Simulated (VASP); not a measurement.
# HfB (Fm-3m) in VASP: notebook

One crystal, HfB, is run at these levels: r2SCAN; tasks: single point, relaxation of cell and atoms.

Everything below comes from runs of VASP 6.6.1. Logs are shortened: lines on timing, memory, paths and dates and some standing lists are left out, and cuts for length are marked.

## (1) The cell of the first run

Symmetry: Fm-3m, No. 225, cubic system. Conventional cell: a = 4.824 Å, b = 4.824 Å, c = 4.824 Å, α = 90.00°, β = 90.00°, γ = 90.00°. Around Hf (site symmetry m-3m) lie 6 B at 2.41 Å. Around B (site symmetry m-3m) lie 6 Hf at 2.41 Å.

## (2) Single point, r2SCAN (cell and atoms relaxed from 0.94 times the given volume)

POSCAR reads:

```
HfB
1.0
    0.0000000000      2.4120352337      2.4120352337
    2.4120352337      0.0000000000      2.4120352337
    2.4120352337      2.4120352337      0.0000000000
Hf B
1 1
Direct
    0.5000000000      0.5000000000      0.5000000000
    0.0000000000      0.0000000000      0.0000000000
```

INCAR.step1 reads:

```
SYSTEM = HfB
ALGO = Normal
EDIFF = 1E-4
ENCUT = 520
GGA = PE
ISMEAR = -1
LASPH = .True.
LCHARG = .False.
LREAL = .False.
LWAVE = .True.
NBANDS = 14
NELM = 100
PREC = Accurate
SIGMA = 0.05
```

INCAR.step2 reads:

```
SYSTEM = HfB
ALGO = Normal
EDIFF = 1E-7
ENCUT = 520
ISIF = 2
ISMEAR = -1
ISTART = 1
LASPH = .True.
LCHARG = .True.
LELF = .True.
LMIXTAU = .True.
LREAL = .False.
LVHAR = .True.
LWAVE = .False.
METAGGA = R2SCAN
NBANDS = 14
NELM = 100
PREC = Accurate
SIGMA = 0.05
```

KPOINTS reads:

```
k-points
0
Gamma
  12 12 12
  0 0 0
```

Potentials or basis: VASP PAW PBE potentials, release 64 (Hf_pv, B).

Command:

```console
cat potpaw_PBE.64/Hf_pv/POTCAR potpaw_PBE.64/B/POTCAR > POTCAR
cp INCAR.step1 INCAR
mpirun -np 1 vasp_std > vasp.out
cp INCAR.step2 INCAR
mpirun -np 1 vasp_std > vasp.out
```

OUTCAR:

```text
SYSTEM = HfB
   EDIFF = 1E-7
   ENCUT = 520
   ISIF = 2
   ISMEAR = -1
   ISTART = 1
   LASPH = .True.
   LREAL = .False.
   METAGGA = R2SCAN
   NELM = 100
   PREC = Accurate

 ion  position               nearest neighbor table
   1  0.500  0.500  0.500-   2 2.41   2 2.41   2 2.41   2 2.41   2 2.41   2 2.41
   2  0.000  0.000  0.000-   1 2.41   1 2.41   1 2.41   1 2.41   1 2.41   1 2.41

  LATTYP: Found a face centered cubic cell.
 ALAT       =     4.8240704674

  Lattice vectors:

 A1 = (   0.0000000000,   2.4120352337,   2.4120352337)
 A2 = (   2.4120352337,   0.0000000000,   2.4120352337)
 A3 = (   2.4120352337,   2.4120352337,   0.0000000000)

Analysis of symmetry for initial positions (statically):
=====================================================================
 Subroutine PRICEL returns:
 Original cell was already a primitive cell.

 Routine SETGRP: Setting up the symmetry group for a
 face centered cubic supercell.

 Subroutine GETGRP returns: Found 48 space group operations
 (whereof 48 operations were pure point group operations)
 out of a pool of 48 trial point group operations.

The static configuration has the point symmetry O_h .

Analysis of symmetry for dynamics (positions and initial velocities):
=====================================================================
 Subroutine PRICEL returns:
 Original cell was already a primitive cell.

 Routine SETGRP: Setting up the symmetry group for a
 face centered cubic supercell.

 Subroutine GETGRP returns: Found 48 space group operations
 (whereof 48 operations were pure point group operations)
 out of a pool of 48 trial point group operations.

The dynamic configuration has the point symmetry O_h .

 Subroutine INISYM returns: Found 48 space group operations
 (whereof 48 operations are pure point group operations),
 and found     1 'primitive' translations

----------------------------------------------------------------------------------------

                                     Primitive cell

  volume of cell :      28.0660

  direct lattice vectors                    reciprocal lattice vectors
     0.000000000  2.412035234  2.412035234    -0.207293821  0.207293821  0.207293821
     2.412035234  0.000000000  2.412035234     0.207293821 -0.207293821  0.207293821
     2.412035234  2.412035234  0.000000000     0.207293821  0.207293821 -0.207293821

  length of vectors
     3.411132940  3.411132940  3.411132940     0.359043430  0.359043430  0.359043430

  position of ions in fractional coordinates (direct lattice)
     0.500000000  0.500000000  0.500000000
[... 91 lines left out ...]
   EMIN   =  10.00;   EMAX   =-10.00  energy-range for DOS
   EFERMI =   0.00;   METHOD = LEGACY
   ISMEAR =    -1;   SIGMA  =   0.05  broadening in eV -4-tet -1-fermi 0-gaus
   EFERMI_NEDOS =   21; number of points for ismear=-14 and -15
   IALGO  =     38    algorithm
   IMIX   =      4    mixing-type and parameters
     AMIX     =   0.40;   BMIX     =  1.00
     AMIX_MAG =   1.60;   BMIX_MAG =  1.00
  volume/ion in A,a.u.               =      14.03        94.70
  Fermi-wavevector in a.u.,A,eV,Ry     =   1.266667  2.393653 21.829788  1.604444
  Thomas-Fermi vector in A             =   2.399855
   LORBIT       =      0    0 simple, 1 ext, 2 COOP (PROOUT), +10 PAW based schemes
   METAGGA = R2SCAN    functional components
   LHFCALC =     F    Hartree Fock is set to
   AEXX    =    0.0000 exact exchange contribution
   IVDW    =     0    specifies the selected vdW correction
   LEPSILON=     F    determine dielectric tensor
   LRPA    =     F    only Hartree local field effects (RPA)
 non-spin polarized calculation
  energy-cutoff  :      520.00
  volume of cell :       28.07
 maximum number of plane-waves:       769
 NGX is ok and might be reduce to    28
   NGX = 13   NGY = 13   NGZ = 13

 number of electron      13.0000000 magnetization

 Free energy of the ion-electron system (eV)
  ---------------------------------------------------
  ext. energy  EPLUGINS =         0.00000000
  ---------------------------------------------------
  free energy    TOTEN  =       -53.45057162 eV

  energy without entropy =      -53.44446658  energy(sigma->0) =      -53.44751910

 E-fermi :   4.2652     XC(G=0): -12.5432

 val. band max:        4.2070193994   @ k =   0.5000   0.2500   0.0000
 cond. band min:       4.2784401802   @ k =   0.2500   0.0000   0.0000
 fundamental gap:      0.0714207808
 Fermi energy:         4.2652089455

 k-point     1 :       0.0000    0.0000    0.0000
  band No.  band energies     occupation
      1     -25.8624      2.00000
      2     -25.8624      2.00000
      3     -25.8624      2.00000
      4      -5.4987      2.00000
      5       6.5638      0.00000
      6       6.5638      0.00000
      7       6.5638      0.00000
      8       8.0188      0.00000
      9       8.0188      0.00000
     10       8.0189      0.00000
     11       8.1318      0.00000
     12       8.1318      0.00000
     13      15.9875      0.00000
     14      16.0914      0.00000
[... 377 lines left out ...]
      1     -26.2844      2.00000
      2     -25.9993      2.00000
      3     -25.9306      2.00000
      4      -1.1518      2.00000
      5       0.1557      2.00000
      6       2.9867      2.00000
      7       3.3246      2.00000
      8       9.6813      0.00000
      9      10.0088      0.00000
     10      10.7215      0.00000
     11      14.3842      0.00000
     12      15.1102      0.00000
     13      16.3010      0.00000
     14      17.6471      0.00000

 [... further k-points ...]

------------------------ aborting loop because EDIFF is reached ----------------------------------------

  FORCE on cell =-STRESS in cart. coord.  units (eV):
  Direction    XX          YY          ZZ          XY          YZ          ZX
  --------------------------------------------------------------------------------------
  -------------------------------------------------------------------------------------
  Total       -0.0262184     -0.0262184     -0.0262184      0.0000000      0.0000000     -0.0000000
  in kB       -1.4967019     -1.4967019     -1.4967019      0.0000000      0.0000000     -0.0000000
  external PRESSURE =      -1.4967019 kB  Pullay stress =       0.0000000 kB

 VOLUME and BASIS-vectors are now :
 -----------------------------------------------------------------------------
  energy-cutoff  :      520.00
  volume of cell :       28.07
      direct lattice vectors                 reciprocal lattice vectors
     0.000000000  2.412035234  2.412035234    -0.207293821  0.207293821  0.207293821
     2.412035234  0.000000000  2.412035234     0.207293821 -0.207293821  0.207293821
     2.412035234  2.412035234  0.000000000     0.207293821  0.207293821 -0.207293821

 POSITION                                       TOTAL-FORCE (eV/Angst)
 -----------------------------------------------------------------------------------
      2.41204      2.41204      2.41204         0.000000     -0.000000     -0.000000
      0.00000      0.00000      0.00000        -0.000000      0.000000      0.000000
 -----------------------------------------------------------------------------------
    total drift:                                0.000000      0.000000      0.000000

  FREE ENERGIE OF THE ION-ELECTRON SYSTEM (eV)
  ---------------------------------------------------
  free  energy   TOTEN  =       -53.4505716161 eV

  energy  without entropy=      -53.4444665849  energy(sigma->0) =      -53.44751910
```

OUTCAR.step1:

```text
SYSTEM = HfB
   EDIFF = 1E-4
   ENCUT = 520
   GGA = PE
   ISMEAR = -1
   LASPH = .True.
   LREAL = .False.
[... 629 lines left out ...]
      2.41204      2.41204      2.41204        -0.000000     -0.000000      0.000000
      0.00000      0.00000      0.00000         0.000000      0.000000     -0.000000
 -----------------------------------------------------------------------------------
    total drift:                                0.000000      0.000000      0.000000

  FREE ENERGIE OF THE ION-ELECTRON SYSTEM (eV)
  ---------------------------------------------------
  free  energy   TOTEN  =       -17.4691401192 eV

  energy  without entropy=      -17.4629427961  energy(sigma->0) =      -17.46604146
```

OSZICAR.step1:

```text
N       E                     dE             d eps       ncg     rms          rms(c)
DAV:   1     0.202810803720E+02    0.20281E+02   -0.69943E+03  2040   0.858E+02
DAV:   2    -0.181294250265E+02   -0.38411E+02   -0.36595E+02  2582   0.187E+02
DAV:   3    -0.192000860978E+02   -0.10707E+01   -0.10614E+01  2424   0.210E+01
DAV:   4    -0.192043974406E+02   -0.43113E-02   -0.43110E-02  2366   0.170E+00
DAV:   5    -0.192044244910E+02   -0.27050E-04   -0.27050E-04  2470   0.121E-01    0.542E+01
DAV:   6    -0.175196107001E+02    0.16848E+01   -0.29057E+00  2316   0.101E+01    0.348E+01
DAV:   7    -0.174882718357E+02    0.31339E-01   -0.59628E-01  2574   0.504E+00    0.110E+01
DAV:   8    -0.174692160912E+02    0.19056E-01   -0.55363E-02  2264   0.140E+00    0.133E+00
DAV:   9    -0.174691280955E+02    0.87996E-04   -0.33978E-03  2664   0.413E-01    0.325E-01
DAV:  10    -0.174691401192E+02   -0.12024E-04   -0.67086E-05  1658   0.646E-02
   1 F= -.17469140E+02 E0= -.17466041E+02  d E =-.619732E-02
```

It took 91 s on 1 thread of Intel Xeon 6975P-C (Granite Rapids), shared host; peak memory 0.18 GiB.

Results:

| Property | Result |
| --- | --- |
| Free energy | -53.4506 eV |
| Pressure | -0.1 GPa |
| Band gap on the k mesh | none (metal or under the smearing width) |

Levels at points of the mesh, in eV from the Fermi level:
```
           k point  band 4  band 5  band 6  band 7  band 8  band 9  band 10  band 11
(0.00, 0.00, 0.00)   -9.76    2.30    2.30    2.30    3.75    3.75     3.75     3.87
(0.50, 0.00, 0.00)   -5.00   -4.85   -1.24   -1.24    6.06    6.06     6.98     8.06
(0.50, 0.50, 0.00)   -6.91   -1.49   -0.74    1.98    1.98    5.59     7.23     7.23
```

Caveat: the PAW data sets were made with another functional, which shifts forces and pressure a little.

## (3) Relaxation of cell and atoms, r2SCAN (cell and atoms relaxed from 0.94 times the given volume)

POSCAR reads:

```
HfB
1.0
    0.0000000000      2.2628439111      2.2628439111
    2.2628439111      0.0000000000      2.2628439111
    2.2628439111      2.2628439111      0.0000000000
Hf B
1 1
Direct
    0.5000000000      0.5000000000      0.5000000000
    0.0000000000      0.0000000000      0.0000000000
```

INCAR.step1 reads:

```
  PREC = Accurate
  ENCUT = 600
  ISMEAR = -1
  SIGMA = 0.05
  LREAL = F
  LASPH = T
  NELM = 100
  GGA = PE
  ALGO = Normal
  EDIFF = 1E-4
  LWAVE = T
  LCHARG = F
```

INCAR.step2 reads:

```
  PREC = Accurate
  ENCUT = 600
  EDIFF = 1E-7
  ISMEAR = -1
  SIGMA = 0.05
  LREAL = F
  LASPH = T
  NELM = 100
  ALGO = Normal
  ISIF = 3
  LWAVE = F
  LCHARG = F
  METAGGA = R2SCAN
  LMIXTAU = T
  IBRION = 2
  NSW = 100
  EDIFFG = -0.005
  ISTART = 1
```

KPOINTS reads:

```
regular mesh
0
Gamma
  12 12 12
```

Potentials or basis: VASP PAW PBE potentials, release 64 (Hf_pv, B).

Command:

```console
cat potpaw_PBE.64/Hf_pv/POTCAR potpaw_PBE.64/B/POTCAR > POTCAR
cp INCAR.step1 INCAR
mpirun -np 1 vasp_std > vasp.out
cp INCAR.step2 INCAR
mpirun -np 1 vasp_std > vasp.out
```

It took 10 min on 1 thread of Intel Xeon 6975P-C (Granite Rapids), shared host; peak memory 0.2 GiB.

It converged, with:

```yaml
Free_energy: -53.4499 eV
Relaxed_volume: 14.02 Å³/atom
Relaxed_cell: a = 3.410 Å, b = 3.410 Å, c = 3.410 Å, α = 60.00°, β = 60.00°, γ = 60.00°
Space_group_after_relaxing_to_0.05_Å: Fm-3m (No. 225)
Energy_gained_by_relaxing: 321.9 meV/atom
Ionic_steps: 20
Pressure_after_relaxing: 0.0 GPa
Band_gap_on_the_k_mesh: none (metal or under the smearing width)
```

The path:
```csv
step,energy change (eV),largest force (eV/Å),pressure (GPa),volume (Å³)
1,0.0000,0.0000,49.49,23.17
2,0.4358,0.0000,-29.30,37.37
3,-0.6412,0.0000,-2.34,28.42
4,-0.6438,0.0000,-0.46,28.11
5,-0.6438,0.0000,0.21,28.01
6,-0.6438,0.0000,0.21,28.01
7,-0.6438,0.0000,0.20,28.01
8,-0.6438,0.0000,0.20,28.01
9,-0.6438,0.0000,0.20,28.01
10,-0.6438,0.0000,0.20,28.01
11,-0.6438,0.0000,0.20,28.01
12,-0.6438,0.0000,0.20,28.01
13,-0.6438,0.0000,0.20,28.01
14,-0.6438,0.0000,0.20,28.01
15,-0.6438,0.0000,0.20,28.01
16,-0.6438,0.0000,0.19,28.01
17,-0.6438,0.0000,0.17,28.01
18,-0.6439,0.0000,0.14,28.02
19,-0.6439,0.0000,0.08,28.03
20,-0.6439,0.0000,-0.04,28.05
```

Final structure:
```
Hf B
1.0
     0.00000    2.41150    2.41150
     2.41150    0.00000    2.41150
     2.41150    2.41150    0.00000
Hf B
1 1
Direct
  0.50000 0.50000 0.50000
  0.00000 0.00000 0.00000
```

Levels at points of the mesh, in eV from the Fermi level:
| k point | band 3 | band 4 | band 5 | band 6 | band 7 | band 8 | band 9 | band 10 |
| --- | --- | --- | --- | --- | --- | --- | --- | --- |
| (0.00, 0.00, 0.00) | -30.12 | -9.77 | 2.30 | 2.30 | 2.30 | 3.76 | 3.76 | 3.76 |
| (0.50, 0.00, 0.00) | -30.17 | -5.00 | -4.85 | -1.24 | -1.24 | 6.06 | 6.06 | 6.99 |
| (0.50, 0.50, 0.00) | -30.29 | -6.92 | -1.49 | -0.74 | 1.98 | 1.98 | 5.59 | 7.23 |

Caveat: the volume moved by over 15 % at a fixed basis, so the end points are rough; the PAW data sets were made with another functional, which shifts forces and pressure a little.
